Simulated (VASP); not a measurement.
Ga under changes of volume

One of the cells (18.914 Å³/atom); the others are scaled copies at fixed shape and fractional positions:

```xyz
2
Lattice="1.3922 -4.0532 0.0000 1.3922 4.0532 0.0000 -0.1182 0.0000 3.3520" Properties=species:S:1:pos:R:3 pbc="T T T"
Ga    1.3035    2.9912    2.5140
Ga    1.3626   -2.9912    0.8380
```

This isn't the form of Ga at room conditions, which is orthorhombic.

```yaml
Program: VASP 6.6.1
Functional: PBE
Potentials_or_basis: VASP PAW PBE potentials, release 64 (Ga_d)
Cutoff: 520 eV
k_mesh: 10 × 10 × 8
Occupations: fermi-dirac, width 0.05 eV
Spin: no spin polarisation
```

| volume (Å³/atom) | energy over the lowest point (meV/atom) | pressure (GPa) | largest force (eV/Å) |
| --- | --- | --- | --- |
| 17.431 | ? | ? | ? |
| 17.801 | 17.00 | 4.5 | 0.219 |
| 18.172 | 8.47 | 3.1 | 0.211 |
| 18.914 | 0.31 | 0.7 | 0.195 |
| 19.285 | 0.00 | -0.3 | 0.185 |
| 19.656 | 1.77 | -1.2 | 0.174 |

**Question.** What does the run at 17.431 Å³/atom give?

**Answer.** Energy over the lowest point 29.04 meV/atom; pressure 6.0 GPa; largest force 0.227 eV/Å.

Worked out: A Birch-Murnaghan fit of order 3 (a polynomial in V^(-2/3)) to the other rows has its minimum at 19.15 Å³/atom with B0 = V·E''(V) = 49 GPa and B' = 5.7 at fixed shape and positions, which overstates the stiffness. It gives 29.02 meV/atom at 17.431 Å³/atom, against the run's 29.04, and -dE/dV = 6.0 GPa, against 6.0.

Energies are extrapolated to zero smearing.
